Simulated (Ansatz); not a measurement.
# Cu3N: the cost of one run

Computed with Ansatz 0.2.0 through its Python package. The levels of theory stand in the script.

The COD entry's cell or inner coordinates are ideal or old and differ from later refinements, so a difference from it is no clean test against experiment.

## (1) The structure

The structure is cubic, space group Pm-3m (No. 221). Conventional cell: a = 3.807 Å, b = 3.807 Å, c = 3.807 Å, α = 90.00°, β = 90.00°, γ = 90.00°. Around Cu (site symmetry 4/mmm) lie 2 N at 1.90 Å. N (site symmetry m-3m) is surrounded by 6 Cu at 1.90 Å.

POSCAR_cu3n, read by the script:

```text
Cu3N
1.0
   3.80700000    0.00000000    0.00000000
   0.00000000    3.80700000    0.00000000
   0.00000000    0.00000000    3.80700000
Cu N
3 1
Direct
   0.50000000    0.00000000    0.00000000
   0.00000000    0.50000000    0.00000000
   0.00000000    0.00000000    0.50000000
   0.00000000    0.00000000    0.00000000
```

## (2) The script

xc_cu3n.py

```python
"""One structure of Cu3N under several functionals."""

import csv

import ansatz as az
from ase.io import read

atoms = read("POSCAR_cu3n", format="vasp")
cell = az.Crystal.from_ase(atoms)

calc = (
    cell.calculation()
    .basis(510)
    .kpoints(mesh=(6, 6, 6))
    .occupations("Fixed")
    .stress()
    .band_table()
)

rows = []
for value in ["pbe", "pbesol", "rpbe", "blyp"]:
    summary = calc.functional(value).run(threads=1, pin="off").report
    rows.append((value, summary["free_energy_ev"] / len(summary["lattice"]["sites"]), summary["n_iterations"], sum(summary["stress_gpa"][i][i] for i in range(3)) / 3, summary["gap_by_band_count_ev"], summary["n_kpoints"]))

with open("xc.csv", "w", newline="") as handle:
    writer = csv.writer(handle)
    writer.writerow(["functional", "F/atom (eV)", "iterations", "P (GPa)", "gap by band count (eV)", "k-points"])
    writer.writerows([round(v, 5) if isinstance(v, float) else v for v in row] for row in rows)
print(open("xc.csv").read())
```

## (3) The calls as engine input

The package turns the script's settings into the engine's input (first run):

```yaml
crystal:
  lattice:
    - [3.807, 0.0, 0.0]
    - [0.0, 3.807, 0.0]
    - [0.0, 0.0, 3.807]
  atoms:
    - { symbol: Cu, position: [0.5, 0.0, 0.0] }
    - { symbol: Cu, position: [0.0, 0.5, 0.0] }
    - { symbol: Cu, position: [0.0, 0.0, 0.5] }
    - { symbol: "N", position: [0.0, 0.0, 0.0] }
basis:
  ecutwfc: 510.0
kpoints:
  mp_grid:
    grid: [6, 6, 6]
hamiltonian:
  xc: pbe
scf:
  occupations:
    method: fixed
output:
  stress: true
  eigenvalues: true
```

## (4) The run

Command:

```bash
$ python xc_cu3n.py
```

**Question.** How long does this script take on 1 thread of Intel Xeon Platinum 8488C (Sapphire Rapids), shared host, and how much memory does it need?

About 8.9 s, with a peak of 0.49 GiB.
